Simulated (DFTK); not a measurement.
## Ag in DFTK: the effect of Hubbard term

Ag:

```xyz
1
Lattice="0.0000 2.0427 2.0427 2.0427 0.0000 2.0427 2.0427 2.0427 0.0000" Properties=species:S:1:pos:R:3 pbc="T T T"
Ag    0.0000    0.0000    0.0000
```

Alike in all runs:

| Quantity | Value |
| --- | --- |
| Program | DFTK 0.8.2 |
| Task | band structure |
| Functional | PBEsol |
| Potentials or basis | dojo.nc.sr.pbesol.v0_4_1.standard.upf (PBEsol) |
| Cutoff | 1116 eV |
| k mesh | 6 × 6 × 6 |
| Occupations | fermi-dirac, width 0.05 eV |
| Spin | no spin polarisation |
| Start of the occupations | half filled (the program's default) |
| Valence electrons | Ag 19 |
| SCF tolerance on the density | 1e-06 |
| Symmetries used | no |

```csv
Hubbard term,pressure (GPa)
Ag d U = 0 eV,?
Ag d U = 1.5 eV,-1.2
Ag d U = 3 eV,-0.2
Ag d U = 4.5 eV,1.0
Ag d U = 6 eV,2.0
Ag d U = 8 eV,3.0
```

Problem. What does the run with Hubbard term Ag d U = 0 eV give?

Solution. Pressure -2.0 GPa.

Worked out: A parabola through the other rows of the pressure, of slope 0.889 GPa per eV there, extrapolates to -2.5 GPa, against the run's -2.0. The fit is too stiff a form for this range.

Caveats: all runs use coarse meshes; the Hubbard orbitals reach further out than in other programs, which can move energies by up to some tens of meV an atom; U without spin polarisation on a metal has little footing; the U is typed as a test and isn't derived for this compound.
